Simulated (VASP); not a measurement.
# MgS (Imm2) in VASP: a series of runs

Runs on MgS. Level: LDA. Tasks: single point.

Everything below comes from runs of VASP 6.6.1. Logs are shortened: lines on timing, memory, paths and dates and some standing lists are left out, and cuts for length are marked.

### Step 1. The cell of the first run

It takes space group Imm2 (No. 44, orthorhombic). The conventional cell has a = 3.831 Å, b = 4.182 Å, c = 5.666 Å, α = 90.00°, β = 90.00°, γ = 90.00°. Mg (site symmetry mm2) is surrounded by 4 S at 2.38 to 2.53 Å. S (site symmetry mm2) is surrounded by 4 Mg at 2.38 to 2.53 Å.

The cell comes from a database or a generator and needn't be the stable form of this composition.

### Step 2. Single point, LDA (strain +0.0875 x Voigt [0, 0, 0, 0, 0, 1], atoms carried along)

INCAR

```
SYSTEM = MgS
  PREC = Accurate
  ENCUT = 520
  EDIFF = 1E-6
  ISMEAR = 0
  SIGMA = 0.05
  LREAL = .FALSE.
  LASPH = .TRUE.
  NELM = 100
  ALGO = Normal
  ISIF = 2
  LWAVE = .FALSE.
  LCHARG = .FALSE.
  NBANDS = 11
```

KPOINTS

```
Automatic mesh
0
G
  8 8 8
  0 0 0
```

POSCAR

```
MgS
1.0
    0.1239490020      2.8331200468      2.8331200468
    2.8331200468      0.1239490020      2.8331200468
    2.9570690488      2.9570690488      0.0000000000
Mg S
1 1
Direct
    0.0000000000      0.0000000000      0.0000000000
    0.7500000000      0.7500000000      0.7500000000
```

Potentials or basis: VASP PAW LDA potentials, release 64 (Mg, S).

Command:

```
$ cat potpaw_LDA.64/Mg/POTCAR potpaw_LDA.64/S/POTCAR > POTCAR
$ mpirun -np 1 vasp_std > vasp.out
```

OUTCAR:

```text
SYSTEM = MgS
   PREC = Accurate
   ENCUT = 520
   EDIFF = 1E-6
   ISMEAR = 0
   LREAL = .FALSE.
   LASPH = .TRUE.
   NELM = 100
   ISIF = 2

 ion  position               nearest neighbor table
   1  0.000  0.000  0.000-   2 2.38   2 2.38   2 2.53   2 2.53
   2  0.750  0.750  0.750-   1 2.38   1 2.38   1 2.53   1 2.53

  LATTYP: Found a body centered orthorhombic cell.
 ALAT       =     3.8313464343
 B/A-ratio  =     1.0915032679
 C/A-ratio  =     1.4789161436

  Lattice vectors:

 A1 = (   2.8331200468,   0.1239490020,  -2.8331200468)
 A2 = (  -2.8331200468,  -0.1239490020,  -2.8331200468)
 A3 = (   0.1239490020,   2.8331200468,   2.8331200468)

Analysis of symmetry for initial positions (statically):
=====================================================================
 Subroutine PRICEL returns:
 Original cell was already a primitive cell.

 Routine SETGRP: Setting up the symmetry group for a
 body centered orthorhombic supercell.

 Subroutine GETGRP returns: Found  4 space group operations
 (whereof  4 operations were pure point group operations)
 out of a pool of  8 trial point group operations.

The static configuration has the point symmetry C_2v.

Analysis of symmetry for dynamics (positions and initial velocities):
=====================================================================
 Subroutine PRICEL returns:
 Original cell was already a primitive cell.

 Routine SETGRP: Setting up the symmetry group for a
 body centered orthorhombic supercell.

 Subroutine GETGRP returns: Found  4 space group operations
 (whereof  4 operations were pure point group operations)
 out of a pool of  8 trial point group operations.

The dynamic configuration has the point symmetry C_2v.

 Subroutine INISYM returns: Found  4 space group operations
 (whereof  4 operations are pure point group operations),
 and found     1 'primitive' translations

----------------------------------------------------------------------------------------

                                     Primitive cell

  volume of cell :      45.3934

  direct lattice vectors                    reciprocal lattice vectors
     0.123949002  2.833120047  2.833120047    -0.184558299  0.184558299  0.176483874
     2.833120047  0.123949002  2.833120047     0.184558299 -0.184558299  0.176483874
     2.957069049  2.957069049  0.000000000     0.169086346  0.169086346 -0.176483874

  length of vectors
     4.008553574  4.008553574  4.181927154     0.315071562  0.315071562  0.297198490

  position of ions in fractional coordinates (direct lattice)
     0.000000000  0.000000000  0.000000000
     0.750000000  0.750000000  0.750000000

  ion indices of the primitive-cell ions
   primitive index   ion index
                 1           1
                 2           2

----------------------------------------------------------------------------------------

 KPOINTS: Automatic mesh

Automatic generation of k-mesh.
 Grid dimensions read from file:
 generate k-points for:    8    8    8

 Generating k-lattice:

  Cartesian coordinates                     Fractional coordinates (reciprocal lattice)
    -0.023069787  0.023069787  0.022060484     0.125000000  0.000000000  0.000000000
     0.023069787 -0.023069787  0.022060484     0.000000000  0.125000000  0.000000000
     0.021135793  0.021135793 -0.022060484    -0.000000000 -0.000000000  0.125000000

  Length of vectors
     0.039383945  0.039383945  0.037149811

  Shift w.r.t. Gamma in fractional coordinates (k-lattice)
     0.000000000  0.000000000  0.000000000

 Subroutine IBZKPT returns following result:
 ===========================================

 Found     95 irreducible k-points:

 Following reciprocal coordinates:
            Coordinates               Weight
  0.000000  0.000000  0.000000      1.000000
  0.125000 -0.000000  0.000000      4.000000
  0.250000 -0.000000  0.000000      4.000000
  0.375000 -0.000000  0.000000      4.000000
  0.500000 -0.000000  0.000000      2.000000
  0.125000  0.125000  0.000000      2.000000
[... 16 lines left out ...]
  0.125000 -0.000000  0.125000      4.000000
  0.250000  0.000000  0.125000      8.000000
 [... further k-points ...]
   k-points           NKPTS =     95   k-points in BZ     NKDIM =     95   number of bands    NBANDS=     11
   number of dos      NEDOS =    301   number of ions     NIONS =      2
   total plane-waves  NPLWV =  28800
   dimension x,y,z NGX =    30 NGY =   30 NGZ =   32
   dimension x,y,z NGXF=    60 NGYF=   60 NGZF=   64
   ions per type =               1   1
   NGX,Y,Z   is equivalent  to a cutoff of  12.44, 12.44, 12.72 a.u.
   NGXF,Y,Z  is equivalent  to a cutoff of  24.88, 24.88, 25.44 a.u.
 SYSTEM =  MgS
   PREC   = accura    normal or accurate (medium, high low for compatibility)
   ISTART =      0    job   : 0-new  1-cont  2-samecut
   ICHARG =      2    charge: 1-file 2-atom 10-const
   ISPIN  =      1    spin polarized calculation?
   LNONCOLLINEAR =      F non collinear calculations
   LSORBIT =      F    spin-orbit coupling
   LASPH  =      T    aspherical Exc in radial PAW
   ENCUT  =  520.0 eV  38.22 Ry    6.18 a.u.   7.45  7.45  7.78*2*pi/ulx,y,z
   NELM   =    100;   NELMIN=  2; NELMDL= -5     # of ELM steps
   EDIFF  = 0.1E-05   stopping-criterion for ELM
   LREAL  =      F    real-space projection
   EDIFFG = 0.1E-04   stopping-criterion for IOM
   NSW    =      0    number of steps for IOM
   IBRION =     -1    ionic relax: 0-MD 1-quasi-New 2-CG
   NFREE  =      0    steps in history (QN), initial steepest desc. (CG)
   ISIF   =      2    stress and relaxation
   ISYM   =      2    0-nonsym 1-usesym 2-fastsym
   POTIM  = 0.5000    time-step for ionic-motion
   TEBEG  =    0.0;   TEEND  =   0.0 temperature during run
   PSTRESS=    0.0 pullay stress
   NELECT =       8.0000    total number of electrons
   NUPDOWN=      -1.0000    fix difference up-down
   EMIN   =  10.00;   EMAX   =-10.00  energy-range for DOS
[... 5 lines left out ...]
     AMIX     =   0.40;   BMIX     =  1.00
     AMIX_MAG =   1.60;   BMIX_MAG =  1.00
  volume/ion in A,a.u.               =      22.70       153.16
  Fermi-wavevector in a.u.,A,eV,Ry     =   0.917855  1.734494 11.462323  0.842457
  Thomas-Fermi vector in A             =   2.042870
   LORBIT       =      0    0 simple, 1 ext, 2 COOP (PROOUT), +10 PAW based schemes
   GGA     = CA    functional components
   LHFCALC =     F    Hartree Fock is set to
   AEXX    =    0.0000 exact exchange contribution
   IVDW    =     0    specifies the selected vdW correction
   LEPSILON=     F    determine dielectric tensor
   LRPA    =     F    only Hartree local field effects (RPA)
 non-spin polarized calculation
 Gauss-broadening in eV      SIGMA  =   0.05
  energy-cutoff  :      520.00
  volume of cell :       45.39
 maximum number of plane-waves:      1239
 NGX is ok and might be reduce to    30
   NGX = 15   NGY = 15   NGZ = 15

 number of electron       7.9999999 magnetization

 Free energy of the ion-electron system (eV)
  ---------------------------------------------------
  ext. energy  EPLUGINS =         0.00000000
  ---------------------------------------------------
  free energy    TOTEN  =        -9.32524258 eV

  energy without entropy =       -9.32524258  energy(sigma->0) =       -9.32524258

 E-fermi :   1.3203     XC(G=0):  -8.7570

 val. band max:        1.0509007761   @ k =   0.0000   0.0000   0.0000
 cond. band min:       4.0214690603   @ k =   0.0000   0.0000   0.0000
 fundamental gap:      2.9705682842
 Fermi energy:         1.3203054428

 k-point     1 :       0.0000    0.0000    0.0000
  band No.  band energies     occupation
      1     -10.3489      2.00000
      2       0.7729      2.00000
      3       0.8666      2.00000
      4       1.0509      2.00000
      5       4.0215      0.00000
      6       8.0937      0.00000
      7       8.7355      0.00000
      8       9.2911      0.00000
      9      11.6450      0.00000
     10      11.7129      0.00000
     11      14.1071      0.00000

 k-point     2 :       0.1250   -0.0000    0.0000
  band No.  band energies     occupation
      1     -10.2499      2.00000
      2       0.2630      2.00000
      3       0.7189      2.00000
      4       0.8552      2.00000
      5       4.6720      0.00000
      6       8.3096      0.00000
      7       8.7864      0.00000
      8       9.1915      0.00000
      9      11.0057      0.00000
     10      11.1227      0.00000
     11      13.6813      0.00000

 k-point     3 :       0.2500   -0.0000    0.0000
  band No.  band energies     occupation
      1      -9.9917      2.00000
      2      -0.9507      2.00000
      3       0.5996      2.00000
      4       0.6814      2.00000
      5       5.4670      0.00000
      6       8.4451      0.00000
      7       8.6850      0.00000
      8       9.1735      0.00000
      9      10.8014      0.00000
     10      11.3085      0.00000
     11      12.7596      0.00000

 k-point     4 :       0.3750   -0.0000    0.0000
  band No.  band energies     occupation
      1      -9.6996      2.00000
      2      -1.9201      2.00000
      3       0.4935      2.00000
      4       0.5318      2.00000
      5       5.6221      0.00000
      6       8.0734      0.00000
      7       8.6116      0.00000
      8       9.1499      0.00000
      9      12.0821      0.00000
     10      12.5299      0.00000
     11      13.1470      0.00000
[... 239 lines left out ...]
 k-point    22 :       0.0000    0.0000    0.1250
  band No.  band energies     occupation
      1     -10.2678      2.00000
      2       0.0961      2.00000
      3       0.8002      2.00000
      4       0.9994      2.00000
      5       4.7237      0.00000
      6       8.1085      0.00000
      7       8.7327      0.00000
      8       9.4328      0.00000
      9      11.1637      0.00000
     10      11.4020      0.00000
     11      13.7806      0.00000

 k-point    23 :       0.1250   -0.0000    0.1250
  band No.  band energies     occupation
      1     -10.2280      2.00000
      2       0.1830      2.00000
      3       0.6856      2.00000
      4       0.7323      2.00000
      5       4.9212      0.00000
      6       7.9455      0.00000
      7       9.1878      0.00000
      8       9.2777      0.00000
      9      10.1930      0.00000
     10      11.9035      0.00000
     11      14.6784      0.00000

 k-point    24 :       0.2500    0.0000    0.1250
  band No.  band energies     occupation
      1     -10.0173      2.00000
      2      -0.6943      2.00000
      3       0.4906      2.00000
      4       0.5790      2.00000
      5       5.6368      0.00000
      6       7.7906      0.00000
      7       8.7139      0.00000
      8       9.4850      0.00000
      9      10.2595      0.00000
     10      11.9728      0.00000
     11      13.8668      0.00000

 [... further k-points ...]

------------------------ aborting loop because EDIFF is reached ----------------------------------------

  FORCE on cell =-STRESS in cart. coord.  units (eV):
  Direction    XX          YY          ZZ          XY          YZ          ZX
  --------------------------------------------------------------------------------------
  -------------------------------------------------------------------------------------
  Total       -0.5478996     -0.5478996     -0.5716529     -1.2407592      0.0000000      0.0000000
  in kB      -19.3383190    -19.3383190    -20.1767007    -43.7930536      0.0000000      0.0000000
  external PRESSURE =     -19.6177796 kB  Pullay stress =       0.0000000 kB

 VOLUME and BASIS-vectors are now :
 -----------------------------------------------------------------------------
  energy-cutoff  :      520.00
  volume of cell :       45.39
      direct lattice vectors                 reciprocal lattice vectors
     0.123949002  2.833120047  2.833120047    -0.184558299  0.184558299  0.176483874
     2.833120047  0.123949002  2.833120047     0.184558299 -0.184558299  0.176483874
     2.957069049  2.957069049  0.000000000     0.169086346  0.169086346 -0.176483874

 POSITION                                       TOTAL-FORCE (eV/Angst)
 -----------------------------------------------------------------------------------
      0.00000      0.00000      0.00000         0.000000      0.000000     -0.492180
      4.43560      4.43560      4.24968        -0.000000     -0.000000      0.492180
 -----------------------------------------------------------------------------------
    total drift:                                0.000000      0.000000     -0.000419

  FREE ENERGIE OF THE ION-ELECTRON SYSTEM (eV)
  ---------------------------------------------------
  free  energy   TOTEN  =        -9.3252425799 eV

  energy  without entropy=       -9.3252425799  energy(sigma->0) =       -9.32524258
```

Wall time 33 s (1 thread of Intel Xeon Platinum 8488C (Sapphire Rapids), shared host); peak memory 0.18 GiB.

Results:

- Free energy: -9.3252 eV
- Pressure: -2.0 GPa
- Largest force: 0.492 eV/Å
- Band gap on the k mesh: 2.97 eV, direct

Forces in eV/Å, atoms in the order of the input:
```
Mg   0.000  0.000 -0.492
S    0.000  0.000  0.492
```

A k mesh can miss the band edges.

### Step 3. Single point, LDA (strain +0.0750 x Voigt [0, 0, 0, 0, 0, 1], atoms carried along)

INCAR

```
ALGO     = Normal         # electronic algorithm
EDIFF    = 1E-6           # SCF threshold, eV
ENCUT    = 520            # plane-wave cutoff, eV
ISIF     = 2              # what is computed and relaxed
ISMEAR   = 0              # smearing method
LASPH    = T              # aspherical terms in the spheres
LCHARG   = T              # write CHGCAR
LELF     = T              # ELF
LREAL    = F              # projectors in reciprocal space
LVHAR    = T            
LWAVE    = F              # write WAVECAR
NBANDS   = 11             # bands
NELM     = 100            # most SCF steps
PREC     = Accurate       # precision mode
SIGMA    = 0.05           # smearing width, eV
```

KPOINTS

```
k-points
0
Gamma
  8 8 8
```

POSCAR

```
MgS
1.0
    0.1062420018      2.8331200468      2.8331200468
    2.8331200468      0.1062420018      2.8331200468
    2.9393620486      2.9393620486      0.0000000000
Mg S
1 1
Direct
    0.0000000000      0.0000000000      0.0000000000
    0.7500000000      0.7500000000      0.7500000000
```

Potentials or basis: VASP PAW LDA potentials, release 64 (Mg, S).

Command:

```
$ cat potpaw_LDA.64/Mg/POTCAR potpaw_LDA.64/S/POTCAR > POTCAR
$ mpirun -np 1 vasp_std > vasp.out
```

Wall time 33 s (1 thread of Intel Xeon Platinum 8488C (Sapphire Rapids), shared host); peak memory 0.18 GiB.

Results (log left out):

- Free energy: -9.3394 eV
- Pressure: -2.1 GPa
- Largest force: 0.419 eV/Å
- Band gap on the k mesh: 3.01 eV, direct

Forces in eV/Å, atoms in the order of the input:
```
Mg   0.000  0.000 -0.419
S    0.000  0.000  0.419
```

Stress tensor (GPa, compression positive):
```
-2.09 -3.74  0.00
-3.74 -2.09  0.00
 0.00  0.00 -2.15
```

Levels at points of the mesh, in eV from the valence-band top:
```
           k point  band 1  band 2  band 3  band 4  band 5  band 6  band 7  band 8  band 9
(0.00, 0.00, 0.00)  -11.37   -0.24   -0.15    0.00    3.01    7.14    7.69    8.17   10.62
(0.50, 0.00, 0.00)  -10.60   -3.32   -0.56   -0.54    4.58    6.92    7.41    8.24   12.38
(0.50, 0.50, 0.00)  -10.45   -3.02   -1.42   -0.92    3.46    5.40   10.72   11.73   12.06
(0.00, 0.00, 0.50)  -10.73   -3.37   -0.41   -0.32    4.88    7.24    7.81    8.18   12.31
(0.50, 0.00, 0.50)  -10.43   -3.02   -1.19   -1.18    3.53    5.31   10.50   11.80   12.06
```

A k mesh can miss the band edges.
